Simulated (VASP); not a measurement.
Computed with vdW-DF-cx, VASP's PBE PAW potentials (set 64) (plane waves; VASP 6.6.1).

VASP ran on this input.

KPOINTS:
```
k-points along high-symmetry lines
15
Line-mode
Reciprocal
  0.000000   0.000000   0.000000 ! GAMMA
  0.500000   0.000000   0.500000 ! X

  0.500000   0.000000   0.500000 ! X
  0.625000   0.250000   0.625000 ! U

  0.375000   0.375000   0.750000 ! K
  0.000000   0.000000   0.000000 ! GAMMA

  0.000000   0.000000   0.000000 ! GAMMA
  0.500000   0.500000   0.500000 ! L

  0.500000   0.500000   0.500000 ! L
  0.500000   0.250000   0.750000 ! W

  0.500000   0.250000   0.750000 ! W
  0.500000   0.000000   0.500000 ! X
```

**INCAR**
```
# general
SYSTEM   = BaF2
PREC     = Accurate
ENCUT    = 520
LREAL    = .FALSE.
LASPH    = .TRUE.
ICHARG   = 11

# electronic loop
EDIFF    = 1E-7
NELM     = 100
ALGO     = Normal
LMAXMIX  = 4

# smearing
ISMEAR   = 0
SIGMA    = 0.05

# functional
GGA      = CX
LUSE_VDW = .TRUE.
AGGAC    = 0.0

# output
LWAVE    = .FALSE.
LCHARG   = .FALSE.
LORBIT   = 11
```

POSCAR:
```
BaF2
1
   -0.0000000000     3.1075019332     3.1075019332
    3.1075019332     0.0000000000     3.1075019332
    3.1075019332     3.1075019332     0.0000000000
Ba F
1 2
Direct
  0.0000000000   1.0000000000   0.0000000000
  0.2500000000   0.2500000000   0.2500000000
  0.7500000000   0.7500000000   0.7500000000
```

POTCAR, in this order: Ba_sv F (PBE.64 set). Program: vasp_std. Read from the step before: CHGCAR.

What VASP printed:

OSZICAR:
```
       N       E                     dE             d eps       ncg     rms          rms(c)
DAV:   1     0.161305291538E+03    0.16131E+03   -0.13060E+04  2880   0.140E+03
DAV:   2    -0.422438305036E+01   -0.16553E+03   -0.16194E+03  3872   0.285E+02
DAV:   3    -0.111293426556E+02   -0.69050E+01   -0.68971E+01  3920   0.664E+01
DAV:   4    -0.112559230911E+02   -0.12658E+00   -0.12657E+00  3832   0.708E+00
DAV:   5    -0.112586528631E+02   -0.27298E-02   -0.27298E-02  4088   0.693E-01
DAV:   6    -0.112586822325E+02   -0.29369E-04   -0.29369E-04  3760   0.633E-02
DAV:   7    -0.112586830765E+02   -0.84397E-06   -0.84400E-06  4000   0.695E-03
DAV:   8    -0.112586831059E+02   -0.29467E-07   -0.29435E-07  2816   0.109E-03
   1 F= -.11258683E+02 E0= -.11258683E+02  d E =-.166071E-11
```

**OUTCAR**
```
 val. band max:       -2.1896360834   @ k =   0.2143   0.2143   0.4286

 cond. band min:       4.6049057411   @ k =   0.0000   0.0000   0.0000



 k-point     1 :       0.0000    0.0000    0.0000
  band No.  band energies     occupation
      1     -25.2735      2.00000
      2     -20.9754      2.00000
      3     -20.9456      2.00000
      4     -10.1019      2.00000
      5     -10.1019      2.00000
      6     -10.1019      2.00000
      7      -3.6654      2.00000
      8      -3.6654      2.00000
      9      -3.6654      2.00000
     10      -2.2686      2.00000
     11      -2.2686      2.00000
     12      -2.2686      2.00000
     13       4.6049      0.00000
     14       6.9985      0.00000
     15       6.9985      0.00000
     16       9.1925      0.00000

 k-point     2 :       0.0357    0.0000    0.0357
  band No.  band energies     occupation
      1     -25.2703      2.00000
      2     -20.9769      2.00000
      3     -20.9497      2.00000
      4     -10.1071      2.00000
      5     -10.1071      2.00000
      6     -10.1001      2.00000
      7      -3.6559      2.00000
      8      -3.6559      2.00000
      9      -3.6508      2.00000
     10      -2.2908      2.00000
     11      -2.2666      2.00000
     12      -2.2666      2.00000
     13       4.6453      0.00000
     14       6.9823      0.00000
     15       7.0120      0.00000
     16       9.1688      0.00000

 k-point     3 :       0.0714    0.0000    0.0714
  band No.  band energies     occupation
      1     -25.2611      2.00000
      2     -20.9810      2.00000
      3     -20.9616      2.00000
      4     -10.1223      2.00000
      5     -10.1223      2.00000
      6     -10.0948      2.00000
      7      -3.6278      2.00000
      8      -3.6278      2.00000
      9      -3.6076      2.00000
     10      -2.3554      2.00000
     11      -2.2610      2.00000
     12      -2.2610      2.00000
     13       4.7641      0.00000
     14       6.9350      0.00000
...
```

The density is held fixed in this step, so its total energy and stress have no physical meaning. Unless said otherwise, spin-orbit coupling is left out, though it shifts the bands of the heavy elements here.

The compound is BaF2 in the fluorite structure. It was relaxed first.
